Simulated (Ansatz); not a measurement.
# AlCo (Pm-3m): modes against biaxial strain in the (111) plane, part 2 of 3

Wanted: the shifts of the zone-centre modes of AlCo (Pm-3m) with strain.

Ansatz 0.2.0; DFT PBEsol, scalar-relativistic, plane waves, PAW; PAW set soft_1.

So far. Step 3 (Tight relaxation): The forces vanish by symmetry and the pressure is 0.001 GPa, within the tolerances set. The cell now holds 11.24 Å³/atom.

## 4. Zone-centre response at rest

The force constants come from the linear response of the density to a displacement.

The modes at rest are the reference of the series.

The input, input.yaml:

```yaml
crystal:
  lattice:
    - [2.8222089286, 0.0, 0.0]
    - [0.0, 2.8222089286, 0.0]
    - [0.0, 0.0, 2.8222089286]
  atoms:
    - { symbol: Al, position: [0.0, 0.0, 0.0] }
    - { symbol: Co, position: [0.5, 0.5, 0.5] }
kpoints:
  mp_grid: { grid: [16, 16, 16] }
hamiltonian:
  xc: pbesol
  pseudopotentials: { kind: paw, azcp: { folder: soft_1 }, xc_functional: pbe }
scf:
  occupations: { method: methfessel_paxton, width: 0.2 }
output:
  eigenvalues: true
phonons:
  method: dfpt
```

Command:

```bash
$ ansatz run input.yaml --threads 4 --pin off --max-ram 10240MiB --backend cpu --events-out ev --progress --plain --runs-dir out
```

Numbers of over 12 decimals in the logs are rounded to 6 here.

The program printed:

```text
[...]
Crystal: 2 atoms, lattice volume = 22.479 Å³
Basis set: ecut = 420 eV, 461 PW (Γ), exchange–correlation on 40×40×40 points (8 copies of the dense FFT grid, shifted against one another)
Bands: 14, of which v1, the nominal top of the filled ones, is band 10 counted from 1 (9 counted from 0)
Symmetry: 48 space group operations
k-points: 405 of 4096 (irreducible under 8 space group operations, time reversal used)
[...]
SCF iter   1: F=—  HF=-5618.992146 eV  |F-HF|=—  |Δ(HF+E_count)|=         —  Δρ=7.01e-2  dr2=9.44e-1  ethr=3.10e-3  ⟨swp⟩=4.1  Hψ=25778  notcnv=0
[...]
SCF iter   9: F=-5618.777913 eV  HF=-5618.777913 eV  |F-HF|=9.09e-13  |Δ(HF+E_count)|=  2.27e-11  S|Δr|=    0.00e0  Δρ=4.59e-8  dr2=4.24e-13  ethr=1.00e-12  ⟨swp⟩=5.1  Hψ=23075  notcnv=0
SCF 1 converged in 9 iterations: F = -5618.777913 eV  dr2 = 4.24e-13
[...]
DFPT response loops at Γ: preconditioner auto → Kerker (q_TF=auto, 2.676 Å⁻¹) (partly filled bands, converged f_vac=0.000); β = 1.00, the filter's whole step (`scf.mixing.beta` (0.50) is not read by the response loops under this deck's `scf.mixing.preconditioner`; to damp them name `kerker` or `kerker_dos`, under which they read `scf.mixing.beta`, and type it under 1.00, their step now; both keys bind the ground state too); Broyden in place of MSR1
SCF converged after 9 iterations
[...]
Free energy (F): -5618.777913 eV
[...]
Internal energy: -5618.779781 eV  (E = F + TS)
E sigma→0 (E₀):  -5618.778380 eV
Entropy (-TS):   0.001868 eV (0.934 meV/atom)
Fermi energy:    14.862562 eV
[...]
--- Band table (eV; the first three rows and the last of 405) ---
  k-point 0: bands = [... 6 lower, 11.7182, 14.0017, 14.0017, 14.0017, 20.9375, 20.9375, 20.9375, 23.6916]
  k-point 1: bands = [... 6 lower, 11.7398, 13.9592, 13.9592, 14.0062, 20.1818, 21.0437, 21.0437, 23.6788]
  k-point 2: bands = [... 6 lower, 11.8020, 13.8425, 13.8425, 14.0191, 18.8392, 21.3520, 21.3520, 23.6409]
  k-point 404: bands = [... 6 lower, 10.7726, 14.6327, 14.6327, 17.1846, 17.1846, 17.1846, 19.2535, 20.3869]
--- Phonons (Γ-DFPT): 2 representative perturbations + reference, on 405 of 4096 k-points (Σ response iterations 6) ---
  k mesh reduced under 8 symmetry operations, with k and −k counted as one. Each operation leaves every solved perturbation unchanged. A smaller set is not used because it would not reduce the number of displacements times k-points to solve
  ASR residual: 2.111e-5 → 0.000e0 eV/Å²; symmetrization residual: 2.439e-6 eV/Å²
  ASR residual per site (eV/Å²): 3.63e-6 2.11e-5
  Γ frequencies (cm⁻¹): 0.00 0.00 0.00 339.92 339.92 339.92
  non-analytic LO–TO correction: not included (Born effective charges unavailable; polar crystals: no LO–TO splitting at Γ)
```

Wall time 7.2 s (4 threads of Arm Neoverse V2, shared host); peak memory 0.64 GiB; 25 s of CPU time.

This step gave:

```yaml
sum_rule_residual_before_enforcement: 2.11e-5 eV/Å²
point_group: m-3m
highest_optical_mode_at_the_zone_centre_no_lo_to_term: 339.9 cm⁻¹
lowest_optical_zone_centre_mode: 339.9 cm⁻¹
```

Patterns of degenerate modes are one choice out of their space. The modes at Γ (shares of kinetic energy by element, %):

```
mode  frequency (cm⁻¹)  symmetry  Al %  Co %
   1               0.0  acoustic    31    69
   2               0.0  acoustic    31    69
   3               0.0  acoustic    31    69
   4             339.9       T1u    69    31
   5             339.9       T1u    69    31
   6             339.9       T1u    69    31
```

Displacements in mode 5 (339.9 cm⁻¹), the largest set to 1:
```
Al1  0.00  1.00  0.00
Co2  0.00 -0.46  0.00
```

Before it was imposed, the acoustic sum rule was missed by 2.1e-5 eV/Å². Small misses are needed for a sound result but don't prove that mesh and cutoff are converged. The lowest optical mode is real, 340 cm⁻¹.

## 5. A member of the series: biaxial strain of +4 % in the (111) plane

The cell takes a biaxial strain of +4 % in the (111) plane. The strained lengths are held, while the rest of the cell and the atoms relax.

input.yaml, the sections that differ from step 4:

```yaml
crystal:
  lattice:
    - [2.8861943353, -0.0489029505, -0.0489029505]
    - [-0.0489029505, 2.8861943353, -0.0489029505]
    - [-0.0489029505, -0.0489029505, 2.8861943353]
  atoms:
    - { symbol: Al, position: [0.0, 0.0, 0.0] }
    - { symbol: Co, position: [0.5, 0.5, 0.5] }
  conventional_axes: [[1, -1, 0], [0, 1, -1], [1, 1, 1]]
output:
  forces: true
  stress: true
  eigenvalues: true
relax:
  adjacent_minimum: "off"
  f_tol: 0.001
  max_steps: 60
  cell: { stress_tol: 0.01, fix: [a, b, gamma] }
# kpoints, hamiltonian, scf: as in step 4
# phonons: removed
```

The program printed:

```text
[...]
Crystal: 2 atoms, lattice volume = 24.021 Å³
Basis set: ecut = 420 eV, 461 PW (Γ), exchange–correlation on 40×40×40 points (8 copies of the dense FFT grid, shifted against one another)
Bands: 14, of which v1, the nominal top of the filled ones, is band 10 counted from 1 (9 counted from 0)
Symmetry: 12 space group operations
[...]
k-points: 417 of 4096
[...]
k-point 416: bands = [... 6 lower, 10.0833, 13.5520, 13.5520, 15.8514, 15.8514, 16.3156, 17.9299, 18.7724]
--- Relaxed structure (3 steps of the walk, 3 accepted, 1 SCFs on fresh bases) ---
[...]
cell:  # Å, volume = 23.9430 Å³
    - [2.883160, -0.051937, -0.051937]
    - [-0.051937, 2.883160, -0.051937]
    - [-0.051937, -0.051937, 2.883160]
  atoms:
    - { symbol: Al, position: [0, 0, 0] }
    - { symbol: Co, position: [0.5, 0.5, 0.5] }
[key lines of the parts left out:]
SCF converged after 5 iterations
Free energy (F): -5618.686747 eV
Fermi energy:    13.763690 eV
P = ⅓ Tr σ = -10.0851 GPa (-100.851 kbar)
```

The job ended after 6.6 s (4 threads; peak memory 0.43 GiB).

Step by step:

```
step  energy less that of the first step (eV)  largest force component (eV/Å)  pressure (GPa)  volume (Å³)
   1                                   0.0000                          0.0000          -10.63        24.02
   2                                  -0.0003                          0.0000          -10.35        23.98
   3                                  -0.0004                          0.0000          -10.08        23.94
  4*                                  -0.0003                          0.0000          -10.09        23.94
```

Relaxation steps marked * repeat the geometry before them on a plane-wave basis chosen anew for their cell, so energy and pressure can jump there.

Forces are held to the 12 operations that the run works with; a distortion that breaks them can't arise in this run.

```
conventional cell, symmetrised  before  after  change
                         a (Å)   4.151  4.151  +0.0 %
                         b (Å)   4.151  4.151  +0.0 %
                         c (Å)   4.830  4.814  -0.3 %
              volume (Å³/atom)   12.01  11.97  -0.3 %
```

The relaxed structure:

```cif
data_structure
_symmetry_space_group_name_H-M 'P 1'
_symmetry_Int_Tables_number 1
_cell_length_a 2.8841
_cell_length_b 2.8841
_cell_length_c 2.8841
_cell_angle_alpha 92.045
_cell_angle_beta 92.045
_cell_angle_gamma 92.045
_cell_volume 23.94
loop_
_atom_site_label
_atom_site_type_symbol
_atom_site_fract_x
_atom_site_fract_y
_atom_site_fract_z
_atom_site_occupancy
Al1 Al 0.00000 0.00000 0.00000 1
Co2 Co 0.50000 0.50000 0.50000 1
```

Numbers from this step:

```
pressure        : -10.09 GPa
volume per atom : 11.97 Å³
```

The forces vanish by symmetry.

## 6. Modes of this member: biaxial strain of +4 % in the (111) plane

The zone-centre modes follow for biaxial strain of +4 % in the (111) plane.

input.yaml, the sections that differ from step 5:

```yaml
crystal:
  lattice:
    - [2.8831604805, -0.0519368053, -0.0519368053]
    - [-0.0519368053, 2.8831604805, -0.0519368053]
    - [-0.0519368053, -0.0519368053, 2.8831604805]
  atoms:
    - { symbol: Al, position: [0.0, 0.0, 0.0] }
    - { symbol: Co, position: [0.5, 0.5, 0.5] }
output:
  eigenvalues: true
phonons:
  method: dfpt
# kpoints, hamiltonian, scf: as in step 5
# relax: removed
```

The program printed:

```text
[...]
Crystal: 2 atoms, lattice volume = 23.943 Å³
Basis set: ecut = 420 eV, 461 PW (Γ), exchange–correlation on 40×40×40 points (8 copies of the dense FFT grid, shifted against one another)
Bands: 14, of which v1, the nominal top of the filled ones, is band 10 counted from 1 (9 counted from 0)
Symmetry: 12 space group operations
k-points: 1098 of 4096 (irreducible under 2 space group operations, time reversal used)
[...]
SCF iter   1: F=—  HF=-5618.940371 eV  |F-HF|=—  |Δ(HF+E_count)|=         —  Δρ=8.21e-2  dr2=1.40e0  ethr=3.10e-3  ⟨swp⟩=4.0  Hψ=69829  notcnv=0
[...]
SCF iter   9: F=-5618.686747 eV  HF=-5618.686747 eV  |F-HF|=9.09e-13  |Δ(HF+E_count)|=  1.46e-11  S|Δr|=    0.00e0  Δρ=7.28e-8  dr2=3.29e-13  ethr=1.00e-12  ⟨swp⟩=5.1  Hψ=62969  notcnv=0
SCF 1 converged in 9 iterations: F = -5618.686747 eV  dr2 = 3.29e-13
[...]
SCF converged after 9 iterations
[...]
Free energy (F): -5618.686747 eV
[...]
Internal energy: -5618.688434 eV  (E = F + TS)
E sigma→0 (E₀):  -5618.687169 eV
Entropy (-TS):   0.001687 eV (0.843 meV/atom)
Fermi energy:    13.763690 eV
[...]
--- Band table (eV; the first three rows and the last of 1098) ---
  k-point 0: bands = [... 6 lower, 10.9205, 12.8722, 13.0288, 13.0288, 19.3392, 19.6721, 19.6721, 22.3795]
  k-point 1: bands = [... 6 lower, 10.9400, 12.8445, 12.9916, 13.0204, 18.8122, 19.5810, 19.7691, 22.3732]
  k-point 2: bands = [... 6 lower, 10.9962, 12.7522, 12.8896, 13.0145, 17.5336, 19.8586, 20.0507, 22.3552]
  k-point 1097: bands = [... 6 lower, 10.0833, 13.5520, 13.5520, 15.8514, 15.8514, 16.3156, 17.9299, 18.7724]
[...]
ASR residual: 1.226e-5 → 0.000e0 eV/Å²; symmetrization residual: 3.200e-6 eV/Å²
  ASR residual per site (eV/Å²): 4.82e-6 1.23e-5
  Γ frequencies (cm⁻¹): 0.00 0.00 0.00 274.92 274.92 356.52
[...]
```

Elapsed: 19 s, on 4 threads; peak memory 1.3 GiB.

Numbers from this step:

```yaml
sum_rule_residual_before_enforcement: 1.23e-5 eV/Å²
point_group: -3m
highest_optical_mode_at_the_zone_centre_no_lo_to_term: 356.5 cm⁻¹
lowest_optical_zone_centre_mode: 274.9 cm⁻¹
```

Patterns of degenerate modes are one choice out of their space. Modes at Γ, with each element's share of the kinetic energy:

```
mode  frequency (cm⁻¹)  symmetry  Al %  Co %
   1               0.0  acoustic    31    69
   2               0.0  acoustic    31    69
   3               0.0  acoustic    31    69
   4             274.9        Eu    69    31
   5             274.9        Eu    69    31
   6             356.5       A2u    69    31
```

Displacements in mode 4 (274.9 cm⁻¹), the largest set to 1:
```
Al1  0.00 -1.00  1.00
Co2  0.00  0.46 -0.46
```

Displacements in mode 6 (356.5 cm⁻¹), the largest set to 1:
```
Al1  1.00  1.00  1.00
Co2 -0.46 -0.46 -0.46
```

The lowest optical mode is real, 275 cm⁻¹, and the highest lies at 356.5 cm⁻¹.

For the highest optical mode at the zone centre (no LO-TO term), step 4 gave 340 cm⁻¹; this run, with strain 4 %, gives 357 cm⁻¹ (+5 %).

## 7. A member of the series: biaxial strain of -4 % in the (111) plane

The cell takes a biaxial strain of -4 % in the (111) plane. The strained lengths are held, while the rest of the cell and the atoms relax.

input.yaml, the sections that differ from step 6:

```yaml
crystal:
  lattice:
    - [2.762491257, 0.0531706856, 0.0531706856]
    - [0.0531706856, 2.762491257, 0.0531706856]
    - [0.0531706856, 0.0531706856, 2.762491257]
  atoms:
    - { symbol: Al, position: [0.0, 0.0, 0.0] }
    - { symbol: Co, position: [0.5, 0.5, 0.5] }
  conventional_axes: [[1, -1, 0], [0, 1, -1], [1, 1, 1]]
output:
  forces: true
  stress: true
  eigenvalues: true
relax:
  adjacent_minimum: "off"
  f_tol: 0.001
  max_steps: 60
  cell: { stress_tol: 0.01, fix: [a, b, gamma] }
# kpoints, hamiltonian, scf: as in step 6
# phonons: removed
```

The program printed:

```text
[...]
Crystal: 2 atoms, lattice volume = 21.058 Å³
Basis set: ecut = 420 eV, 419 PW (Γ), exchange–correlation on 40×40×40 points (8 copies of the dense FFT grid, shifted against one another)
Bands: 14, of which v1, the nominal top of the filled ones, is band 10 counted from 1 (9 counted from 0)
Symmetry: 12 space group operations
[...]
k-points: 417 of 4096
[...]
k-point 416: bands = [... 6 lower, 11.6224, 15.6649, 15.6649, 17.4372, 18.6116, 18.6116, 21.0711, 21.1631]
--- Relaxed structure (4 steps of the walk, 4 accepted, 1 SCFs on fresh bases) ---
[...]
cell:  # Å, volume = 21.2025 Å³
    - [2.769035, 0.059714, 0.059714]
    - [0.059714, 2.769035, 0.059714]
    - [0.059714, 0.059714, 2.769035]
  atoms:
    - { symbol: Al, position: [0, 0, 0] }
    - { symbol: Co, position: [0.500000, 0.500000, 0.500000] }
[key lines of the parts left out:]
SCF converged after 5 iterations
Free energy (F): -5618.668972 eV
Fermi energy:    15.922557 eV
P = ⅓ Tr σ = 13.7000 GPa (137.000 kbar)
```

Wall time 7.3 s (4 threads); peak memory 0.42 GiB; 27 s of CPU time.

The steps of the relaxation:

```
step  energy less that of the first step (eV)  largest force component (eV/Å)  pressure (GPa)  volume (Å³)
   1                                   0.0000                          0.0000           15.24        21.06
   2                                  -0.0008                          0.0000           14.51        21.13
   3                                  -0.0011                          0.0000           13.72        21.20
   4                                  -0.0011                          0.0000           13.70        21.20
  5*                                  -0.0011                          0.0000           13.70        21.20
```

Relaxation steps marked * repeat the geometry before them on a plane-wave basis chosen anew for their cell, so energy and pressure can jump there.

The run keeps the 12 symmetry operations that it works with, so distortions that break them were not tested.

```
conventional cell, symmetrised  before  after  change
                         a (Å)   3.832  3.832  -0.0 %
                         b (Å)   3.832  3.832  -0.0 %
                         c (Å)   4.969  5.003  +0.7 %
              volume (Å³/atom)   10.53  10.60  +0.7 %
```

The relaxed structure:

```xyz
2
Lattice="2.7690 0.0597 0.0597 0.0597 2.7690 0.0597 0.0597 0.0597 2.7690" Properties=species:S:1:pos:R:3 pbc="T T T"
Al    0.0000    0.0000    0.0000
Co    1.4442    1.4442    1.4442
```

Numbers from this step:

- pressure: 13.70 GPa
- volume per atom: 10.60 Å³

The forces vanish by symmetry.

The cell grew by 0.7 % in volume.

(Part 2 of 3 ends here.)

[Logs are printed without paths, hosts, clocks, repeated set-up lines and the standing remarks that a program may print on its own settings, such as how far it seeks lower states.]

[Hosts, paths, dates, database ids (printed as entryN), source tags and the programs' standing remarks are cut or masked in the printed files.]
